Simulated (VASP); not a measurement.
# Co2PtO4 in VASP: a series of runs, part 2 of 2

VASP 6.6.1. The steps go on from the part before.

## 3. Density of states, PBE+U, collinear spin, antiferromagnetic start

Contents of POSCAR:

```
Co2PtO4
1.0
    2.8245398345      0.0000000000      0.0000000000
   -1.4122699173      2.4461232507      0.0000000000
    0.0000000000      0.0000000000     22.8788124025
O Co Pt
4 2 1
Direct
    0.0000000000      0.0000000000      0.3278142182
    0.6666666667      0.3333333333      0.4125836222
    0.6666666667      0.3333333333      0.5874163778
    0.3333333333      0.6666666667      0.6721857818
    0.3333333333      0.6666666667      0.3701989202
    0.0000000000      0.0000000000      0.6298010798
    0.6666666667      0.3333333333      0.5000000000
```

Contents of INCAR.step1:

```
SYSTEM = Co2PtO4
PREC = Accurate
ENCUT = 520
EDIFF = 1E-7
ISMEAR = -1
SIGMA = 0.05
LREAL = .FALSE.
LASPH = .TRUE.
NELM = 100
ALGO = Normal
ISIF = 2
LWAVE = .FALSE.
LCHARG = .TRUE.
ISPIN = 2
MAGMOM = 0 0 0 0 2 -2 0
LMAXMIX = 4
LDAU = .TRUE.
LDAUTYPE = 2
LDAUL = -1 2 2
LDAUU = 0 6 6
LDAUJ = 0 0 0
LDAUPRINT = 1
LDIPOL = .TRUE.
IDIPOL = 3
DIPOL = 0.5 0.5 0.500
GGA = PE
```

Contents of KPOINTS.step1:

```
Automatic mesh
0
G
  8 8 1
  0 0 0
```

Contents of INCAR.step2:

```
SYSTEM = Co2PtO4
PREC = Accurate
ENCUT = 520
EDIFF = 1E-7
ISMEAR = -5
SIGMA = 0.05
LREAL = .FALSE.
LASPH = .TRUE.
NELM = 100
ALGO = Normal
ISIF = 2
LWAVE = .FALSE.
LCHARG = .FALSE.
ISPIN = 2
MAGMOM = 0 0 0 0 2 -2 0
LORBIT = 11
LMAXMIX = 4
LDAU = .TRUE.
LDAUTYPE = 2
LDAUL = -1 2 2
LDAUU = 0 6 6
LDAUJ = 0 0 0
LDAUPRINT = 1
LDIPOL = .TRUE.
IDIPOL = 3
DIPOL = 0.5 0.5 0.500
GGA = PE
NEDOS = 1001
ICHARG = 11
```

Contents of KPOINTS.step2:

```
Automatic mesh
0
G
  12 12 1
  0 0 0
```

Potentials or basis: VASP PAW PBE potentials, release 64 (O, Co, Pt).

The run is started by

```
cat potpaw_PBE.64/O/POTCAR potpaw_PBE.64/Co/POTCAR potpaw_PBE.64/Pt/POTCAR > POTCAR
cp INCAR.step1 INCAR
cp KPOINTS.step1 KPOINTS
mpirun -np 1 vasp_std > vasp.out
cp INCAR.step2 INCAR
cp KPOINTS.step2 KPOINTS
mpirun -np 1 vasp_std > vasp.out
```

OUTCAR:

```text
SYSTEM = Co2PtO4
   PREC = Accurate
   ENCUT = 520
   EDIFF = 1E-7
   ISMEAR = -5
   LREAL = .FALSE.
   LASPH = .TRUE.
   NELM = 100
   ISIF = 2
   ISPIN = 2
   LORBIT = 11
   GGA = PE
   ICHARG = 11

 ion  position               nearest neighbor table
   1  0.000  0.000  0.328-   5 1.90   5 1.90   5 1.90
   2  0.667  0.333  0.413-   5 1.90   5 1.90   5 1.90   7 2.00
   3  0.667  0.333  0.587-   6 1.90   6 1.90   6 1.90   7 2.00
   4  0.333  0.667  0.672-   6 1.90   6 1.90   6 1.90
   5  0.333  0.667  0.370-   2 1.90   2 1.90   1 1.90   1 1.90   1 1.90   2 1.90
   6  0.000  0.000  0.630-   4 1.90   3 1.90   4 1.90   3 1.90   4 1.90   3 1.90
   7  0.667  0.333  0.500-   2 2.00   3 2.00

  LATTYP: Found a hexagonal cell.
 ALAT       =     2.8245398345
 C/A-ratio  =     8.1000140706

  Lattice vectors:

 A1 = (   2.8245398345,   0.0000000000,   0.0000000000)
 A2 = (  -1.4122699173,   2.4461232507,   0.0000000000)
 A3 = (   0.0000000000,   0.0000000000,  22.8788124025)

Analysis of symmetry for initial positions (statically):
=====================================================================
 Subroutine PRICEL returns:
 Original cell was already a primitive cell.

 Routine SETGRP: Setting up the symmetry group for a
 hexagonal supercell.

 Subroutine GETGRP returns: Found 12 space group operations
 (whereof  6 operations were pure point group operations)
 out of a pool of 24 trial point group operations.

The static configuration has the point symmetry C_3v.
 The point group associated with its full space group is D_3d.

Analysis of symmetry for dynamics (positions and initial velocities):
=====================================================================
 Subroutine PRICEL returns:
 Original cell was already a primitive cell.

 Routine SETGRP: Setting up the symmetry group for a
 hexagonal supercell.

 Subroutine GETGRP returns: Found 12 space group operations
 (whereof  6 operations were pure point group operations)
 out of a pool of 24 trial point group operations.

The dynamic configuration has the point symmetry C_3v.
 The point group associated with its full space group is D_3d.

Analysis of structural, dynamic, and magnetic symmetry:
=====================================================================
 Subroutine PRICEL returns:
 Original cell was already a primitive cell.

 Routine SETGRP: Setting up the symmetry group for a
 hexagonal supercell.

 Subroutine GETGRP returns: Found 12 space group operations
 (whereof  6 operations were pure point group operations)
 out of a pool of 24 trial point group operations.

The overall configuration has the point symmetry C_3v.
 The point group associated with its full space group is D_3d.

 Subroutine INISYM returns: Found 12 space group operations
 (whereof  6 operations are pure point group operations),
[... 234 lines left out ...]
  o =  0.9146  v =  0.0000  0.0000  0.0000  0.0000  0.0000 -0.6730 -0.0053 -0.0000 -0.0048 -0.7396      0.0000  0.0000  0.0000  0.0000  0.0000  0.0000  0.0000  0.0000  0.0000  0.0000
  o =  0.9146  v = -0.6468 -0.0055 -0.0000 -0.0046 -0.7626  0.0000  0.0000  0.0000  0.0000  0.0000      0.0000  0.0000  0.0000  0.0000  0.0000  0.0000  0.0000  0.0000  0.0000  0.0000
  o =  0.9146  v = -0.7626  0.0046 -0.0000 -0.0055  0.6468  0.0000  0.0000  0.0000  0.0000  0.0000      0.0000  0.0000  0.0000  0.0000  0.0000  0.0000  0.0000  0.0000  0.0000  0.0000
  o =  0.9146  v =  0.0000  0.0000  0.0000  0.0000  0.0000 -0.7396  0.0048 -0.0000 -0.0053  0.6730      0.0000  0.0000  0.0000  0.0000  0.0000  0.0000  0.0000  0.0000  0.0000  0.0000
  o =  0.9639  v =  0.0000  0.0000  0.0000  0.0000  0.0000 -0.0060  0.5471 -0.0000  0.8370 -0.0039      0.0000  0.0000  0.0000  0.0000  0.0000  0.0000  0.0000  0.0000  0.0000  0.0000
  o =  0.9639  v = -0.0060  0.5471 -0.0000  0.8370 -0.0039  0.0000  0.0000  0.0000  0.0000  0.0000      0.0000  0.0000  0.0000  0.0000  0.0000  0.0000  0.0000  0.0000  0.0000  0.0000
  o =  0.9639  v = -0.0039 -0.8370 -0.0000  0.5471  0.0060  0.0000  0.0000  0.0000  0.0000  0.0000      0.0000  0.0000  0.0000  0.0000  0.0000  0.0000  0.0000  0.0000  0.0000  0.0000
  o =  0.9639  v =  0.0000  0.0000  0.0000  0.0000  0.0000 -0.0039 -0.8370 -0.0000  0.5471  0.0060      0.0000  0.0000  0.0000  0.0000  0.0000  0.0000  0.0000  0.0000  0.0000  0.0000

 number of electron      52.0000009 magnetization      -0.0000000

 dipolmoment           0.000000      0.000000     -0.000000 electrons x Angstroem

 Free energy of the ion-electron system (eV)
  ---------------------------------------------------
  ext. energy  EPLUGINS =         0.00000000
  ---------------------------------------------------
  free energy    TOTEN  =       -33.82968917 eV

  energy without entropy =      -33.82968917  energy(sigma->0) =      -33.82968917

 E-fermi :  -1.9461     XC(G=0):  -5.7989

 val. band max:       -1.9458762761   @ k =   0.4167   0.0833   0.0000
 cond. band min:      -1.9940213335   @ k =   0.2500   0.0833   0.0000
 fundamental gap:     -0.0481450574
 Fermi energy:        -1.9460943035

 spin component 1

 k-point     1 :       0.0000    0.0000    0.0000
  band No.  band energies     occupation
      1     -22.1900      1.00000
      2     -21.7919      1.00000
      3     -19.6799      1.00000
      4     -19.2346      1.00000
      5     -11.1862      1.00000
      6     -11.1862      1.00000
[... 635 lines left out ...]
     30       1.4720      0.00000
     31       1.6786      0.00000
 Fermi energy:        -1.9460943035

 spin component 2

 k-point     1 :       0.0000    0.0000    0.0000
  band No.  band energies     occupation
      1     -22.1900      1.00000
      2     -21.7919      1.00000
      3     -19.6799      1.00000
      4     -19.2346      1.00000
      5     -11.1862      1.00000
      6     -11.1862      1.00000
[... 635 lines left out ...]
     30       1.4720      0.00000
     31       1.6786      0.00000

------------------------ aborting loop because EDIFF is reached ----------------------------------------

 vacuum level on the upper side and lower side of the slab       (xc-potential included)         0.004         0.004

  FORCE on cell =-STRESS in cart. coord.  units (eV):
  Direction    XX          YY          ZZ          XY          YZ          ZX
  --------------------------------------------------------------------------------------
  -------------------------------------------------------------------------------------
  Total       10.0427689     10.0427689      5.5139000     -0.0000000      0.0000000      0.0000000
  in kB      101.7898640    101.7898640     55.8868914     -0.0000000      0.0000000      0.0000000
  external PRESSURE =      86.4888731 kB  Pullay stress =       0.0000000 kB

 VOLUME and BASIS-vectors are now :
 -----------------------------------------------------------------------------
  energy-cutoff  :      520.00
  volume of cell :      158.07
      direct lattice vectors                 reciprocal lattice vectors
     2.824539834  0.000000000  0.000000000     0.354039971  0.204405072  0.000000000
    -1.412269917  2.446123251  0.000000000     0.000000000  0.408810145  0.000000000
     0.000000000  0.000000000 22.878812402     0.000000000  0.000000000  0.043708562

 POSITION                                       TOTAL-FORCE (eV/Angst)
 -----------------------------------------------------------------------------------
      0.00000      0.00000      7.50000         0.000000      0.000000     -0.406346
      1.41227      0.81537      9.43942         0.000000     -0.000000      2.248662
      1.41227      0.81537     13.43939        -0.000000      0.000000     -2.248662
     -0.00000      1.63075     15.37881        -0.000000      0.000000      0.406346
     -0.00000      1.63075      8.46971         0.000000     -0.000000     -1.896024
      0.00000      0.00000     14.40910        -0.000000      0.000000      1.896024
      1.41227      0.81537     11.43941        -0.000000      0.000000     -0.000000
 -----------------------------------------------------------------------------------
    total drift:                               -0.000123      0.000071     -0.000000

  FREE ENERGIE OF THE ION-ELECTRON SYSTEM (eV)
  ---------------------------------------------------
  free  energy   TOTEN  =       -33.8296891725 eV

  energy  without entropy=      -33.8296891725  energy(sigma->0) =      -33.82968917

 vacuum level on the upper side and lower side of the slab         6.508         6.507

 total charge

# of ion       s       p       d       tot
------------------------------------------
    1        1.589   3.395   0.000   4.983
    2        1.567   3.517   0.000   5.084
    3        1.567   3.517   0.000   5.084
    4        1.589   3.395   0.000   4.983
    5        0.459   0.734   7.117   8.311
    6        0.459   0.734   7.117   8.311
    7        0.583   0.487   8.472   9.542
--------------------------------------------------
tot          7.814  15.778  22.706  46.299

 magnetization (x)

# of ion       s       p       d       tot
------------------------------------------
    1        0.009   0.240   0.000   0.249
    2        0.018   0.138   0.000   0.156
    3       -0.018  -0.138   0.000  -0.156
    4       -0.009  -0.240   0.000  -0.249
    5        0.017   0.025   3.036   3.078
    6       -0.017  -0.025  -3.036  -3.078
    7        0.000   0.000   0.000   0.000
--------------------------------------------------
tot          0.000  -0.000   0.000  -0.000
```

Run time: 12 min. Hardware: 1 thread of AMD EPYC 7R43 (Zen 3), shared host; peak memory 0.41 GiB.

Results:

```yaml
Net_moment: 0.00 μB per cell
Site_moments: O +0.25, +0.16, -0.16, -0.25; Co +3.08, -3.08; Pt +0.00 μB
Valence_electrons_inside_the_program's_atomic_spheres: O 4.98, 5.08; Co 8.31; Pt 9.54
```

States per cell in windows of 0.5 eV (zero at the Fermi level; states under -8 eV left out):
| from (eV) | up | down | Co5_d_down | Co6_d_up | Pt7_d_up | Pt7_d_down | Co5_d_up | Co6_d_down |
| --- | --- | --- | --- | --- | --- | --- | --- | --- |
| -8.0 | 0.98 | 0.98 | 0.01 | 0.01 | 0.08 | 0.08 | 0.53 | 0.53 |
| -7.5 | 1.55 | 1.55 | 0.05 | 0.05 | 0.07 | 0.07 | 1.10 | 1.10 |
| -7.0 | 0.99 | 0.99 | 0.09 | 0.09 | 0.19 | 0.19 | 0.21 | 0.21 |
| -6.5 | 0.84 | 0.84 | 0.05 | 0.05 | 0.10 | 0.10 | 0.25 | 0.25 |
| -6.0 | 1.09 | 1.09 | 0.07 | 0.07 | 0.34 | 0.34 | 0.22 | 0.22 |
| -5.5 | 1.52 | 1.52 | 0.10 | 0.10 | 0.44 | 0.44 | 0.28 | 0.28 |
| -5.0 | 1.91 | 1.91 | 0.34 | 0.34 | 0.50 | 0.50 | 0.20 | 0.20 |
| -4.5 | 0.97 | 0.97 | 0.20 | 0.20 | 0.20 | 0.20 | 0.12 | 0.12 |
| -4.0 | 1.49 | 1.49 | 0.28 | 0.28 | 0.40 | 0.40 | 0.10 | 0.10 |
| -3.5 | 1.51 | 1.51 | 0.19 | 0.19 | 0.50 | 0.50 | 0.07 | 0.07 |
| -3.0 | 1.83 | 1.83 | 0.26 | 0.26 | 0.40 | 0.40 | 0.07 | 0.07 |
| -2.5 | 1.28 | 1.28 | 0.12 | 0.12 | 0.31 | 0.31 | 0.05 | 0.05 |
| -2.0 | 1.35 | 1.35 | 0.12 | 0.12 | 0.29 | 0.29 | 0.04 | 0.04 |
| -1.5 | 0.88 | 0.88 | 0.08 | 0.08 | 0.23 | 0.23 | 0.03 | 0.03 |
| -1.0 | 1.36 | 1.36 | 0.06 | 0.06 | 0.13 | 0.13 | 0.18 | 0.18 |
| -0.5 | 0.74 | 0.74 | 0.01 | 0.01 | 0.05 | 0.05 | 0.16 | 0.16 |
| 0.0 | 0.46 | 0.46 | 0.00 | 0.00 | 0.05 | 0.05 | 0.10 | 0.10 |
| 0.5 | 0.15 | 0.15 | 0.03 | 0.03 | 0.06 | 0.06 | 0.00 | 0.00 |
| 1.0 | 0.38 | 0.38 | 0.23 | 0.23 | 0.06 | 0.06 | 0.00 | 0.00 |
| 1.5 | 1.17 | 1.17 | 0.77 | 0.77 | 0.08 | 0.08 | 0.00 | 0.00 |
| 2.0 | 0.68 | 0.68 | 0.46 | 0.46 | 0.06 | 0.06 | 0.00 | 0.00 |
| 2.5 | 0.82 | 0.82 | 0.50 | 0.50 | 0.09 | 0.09 | 0.00 | 0.00 |
| 3.0 | 0.72 | 0.72 | 0.49 | 0.49 | 0.01 | 0.01 | 0.00 | 0.00 |
| 3.5 | 0.69 | 0.69 | 0.47 | 0.47 | 0.01 | 0.01 | 0.00 | 0.00 |
| 4.0 | 0.00 | 0.00 | 0.00 | 0.00 | 0.00 | 0.00 | 0.00 | 0.00 |
| 4.5 | 0.00 | 0.00 | 0.00 | 0.00 | 0.00 | 0.00 | 0.00 | 0.00 |

Eigenvalues of the final occupation matrices:
```csv
site,spin,trace,eigenvalues
site 5 d,1,5.09,0.99 1.00 1.00 1.06 1.06
site 5 d,2,2.06,0.09 0.09 0.45 0.45 0.98
site 6 d,1,2.06,0.09 0.09 0.45 0.45 0.98
site 6 d,2,5.09,0.99 1.00 1.00 1.06 1.06
site 7 d,1,4.29,0.54 0.91 0.91 0.96 0.96
site 7 d,2,4.29,0.54 0.91 0.91 0.96 0.96
```

Caveat: tetrahedron occupations give inexact forces and stress in metals. The state reached can hang on the start; a lower one may exist.

## 4. Density of states, PBE+U, collinear spin, antiferromagnetic start

POSCAR is that of step 3.

INCAR.step1: that of step 3 with these lines changed.

```diff
@@ -19,3 +19,3 @@
 LDAUL = -1 2 2
-LDAUU = 0 6 6
+LDAUU = 0 8 8
 LDAUJ = 0 0 0
```

KPOINTS.step1 is that of step 3.

INCAR.step2: that of step 3 with these lines changed.

```diff
@@ -20,3 +20,3 @@
 LDAUL = -1 2 2
-LDAUU = 0 6 6
+LDAUU = 0 8 8
 LDAUJ = 0 0 0
```

KPOINTS.step2 is that of step 3.

The run is started by

```
cat potpaw_PBE.64/O/POTCAR potpaw_PBE.64/Co/POTCAR potpaw_PBE.64/Pt/POTCAR > POTCAR
cp INCAR.step1 INCAR
cp KPOINTS.step1 KPOINTS
mpirun -np 1 vasp_std > vasp.out
cp INCAR.step2 INCAR
cp KPOINTS.step2 KPOINTS
mpirun -np 1 vasp_std > vasp.out
```

Run time: 11 min. Hardware: 1 thread of AMD EPYC 7R43 (Zen 3), shared host; peak memory 0.41 GiB.

Results (log left out):

* Net moment: 0.00 μB per cell
* Site moments: O +0.16, +0.15, -0.15, -0.16; Co +3.24, -3.24; Pt +0.00 μB
* Valence electrons inside the program's atomic spheres: O 4.98, 5.09; Co 8.35; Pt 9.74

Levels at points of the mesh, in eV from the Fermi level:
Spin up:
```
           k point  band 23  band 24  band 25  band 26  band 27  band 28  band 29  band 30
(0.00, 0.00, 0.00)    -0.72    -0.55    -0.55     0.17     0.17     3.18     3.18     3.67
(0.50, 0.00, 0.00)    -1.43    -1.39    -0.45     0.13     2.28     2.30     3.42     3.57
```
Spin down:
```csv
k point,band 24,band 25,band 26,band 27,band 28,band 29
"(0.00, 0.00, 0.00)",-0.55,-0.55,0.17,0.17,3.18,3.18
"(0.50, 0.00, 0.00)",-1.39,-0.45,0.13,2.28,2.30,3.42
```

States per cell in windows of 1 eV (zero at the Fermi level; states under -8 eV left out):
```
from (eV)    up  down  Co5_d_down  Co6_d_up  Pt7_d_up  Pt7_d_down  O1_p_down  O4_p_up
     -8.0  1.15  1.15        0.08      0.08      0.28        0.28       0.01     0.01
     -7.0  1.93  1.93        0.18      0.18      0.59        0.59       0.03     0.03
     -6.0  2.22  2.22        0.14      0.14      1.06        1.06       0.04     0.04
     -5.0  2.69  2.69        0.61      0.61      0.67        0.67       0.18     0.18
     -4.0  2.65  2.65        0.39      0.39      0.78        0.78       0.23     0.23
     -3.0  2.88  2.88        0.28      0.28      0.52        0.52       0.40     0.40
     -2.0  2.47  2.47        0.19      0.19      0.34        0.34       0.45     0.45
     -1.0  2.26  2.26        0.06      0.06      0.10        0.10       0.27     0.27
      0.0  0.55  0.55        0.01      0.01      0.07        0.07       0.00     0.00
      1.0  0.42  0.42        0.16      0.16      0.13        0.13       0.01     0.01
      2.0  1.58  1.58        0.96      0.96      0.12        0.12       0.19     0.19
      3.0  1.43  1.42        1.02      1.02      0.07        0.07       0.11     0.11
      4.0  1.09  1.09        0.84      0.84      0.01        0.01       0.09     0.09
      5.0  0.00  0.00        0.00      0.00      0.00        0.00       0.00     0.00
```

Eigenvalues of the final occupation matrices:
```tsv
site	spin	trace	eigenvalues
site 5 d	1	5.20	1.00 1.00 1.00 1.10 1.10
site 5 d	2	1.99	0.07 0.07 0.43 0.43 1.00
site 6 d	1	1.99	0.07 0.07 0.43 0.43 1.00
site 6 d	2	5.20	1.00 1.00 1.00 1.10 1.10
site 7 d	1	4.40	0.52 0.95 0.95 1.00 1.00
site 7 d	2	4.40	0.52 0.95 0.95 1.00 1.00
```

Caveat: tetrahedron occupations give inexact forces and stress in metals. Spin-orbit coupling is left out, which matters for the levels of Pt.

## 5. The runs side by side

| U | moment (μB) |
| --- | --- |
| Co d U = 4 eV, Pt d U = 4 eV | 0.00 |
| Co d U = 6 eV, Pt d U = 6 eV | 0.00 |
| Co d U = 8 eV, Pt d U = 8 eV | 0.00 |

Alike in all rows: task density of states; level PBE+U; potentials or basis VASP PAW PBE potentials, release 64 (O, Co, Pt); spin collinear, antiferromagnetic start; cell as given; k mesh 8 × 8 × 1; cutoff (eV) 520; smearing fermi-dirac 0.05 eV.

Caveats: tetrahedron occupations give inexact forces and stress in metals.

Total energies depend on the potentials used, so only differences within one code and one set of settings carry meaning.
